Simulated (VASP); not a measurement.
Here is a VASP 6.6.1 calculation.

Contents of INCAR:

```
  PREC = Accurate
  ENCUT = 600
  EDIFF = 1E-7
  ISMEAR = 0
  SIGMA = 0.1
  LREAL = False
  LASPH = True
  NELM = 60
  ALGO = Normal
  ISIF = 3
  LWAVE = False
  LCHARG = False
  GGA = PS
  IBRION = 2
  NSW = 90
  EDIFFG = -0.005
```

Contents of KPOINTS:

```
regular mesh
0
Gamma
  12 12 12
```

The input POSCAR:

```
YN
1.0
    0.0000000000      2.4483614500      2.4483614500
    2.4483614500      0.0000000000      2.4483614500
    2.4483614500      2.4483614500      0.0000000000
Y N
1 1
Direct
    0.0000000000      0.0000000000      0.0000000000
    0.5000000000      0.5000000000      0.5000000000
```

Potentials or basis: VASP PAW PBE potentials, release 64 (Y_sv, N).

The run is started by

```bash
$ cat potpaw_PBE.64/Y_sv/POTCAR potpaw_PBE.64/N/POTCAR > POTCAR
$ mpirun -np 1 vasp_std > vasp.out
```

Task: Estimate the band gap on the k mesh.

Result: 0.07 eV, indirect (least direct gap 0.44 eV).

Task: Estimate the space group after relaxing (to 0.05 Å).

Result: Fm-3m (No. 225).

Task: What does it give for the relaxed cell?

Result: a = 3.432 Å, b = 3.432 Å, c = 3.432 Å, α = 60.00°, β = 60.00°, γ = 60.00°.

Task: Estimate the relaxed volume.

Result: 14.30 Å³/atom.

Final structure:
```
CELL_PARAMETERS angstrom
0.00000 2.42703 2.42703
2.42703 0.00000 2.42703
2.42703 2.42703 0.00000
ATOMIC_POSITIONS crystal
Y 0.00000 0.00000 0.00000
N 0.50000 0.50000 0.50000
```

Caveat: the PAW data sets were made with another functional, which shifts forces and pressure a little. A hybrid or GW would open this gap; PBEsol tends to underestimate it.
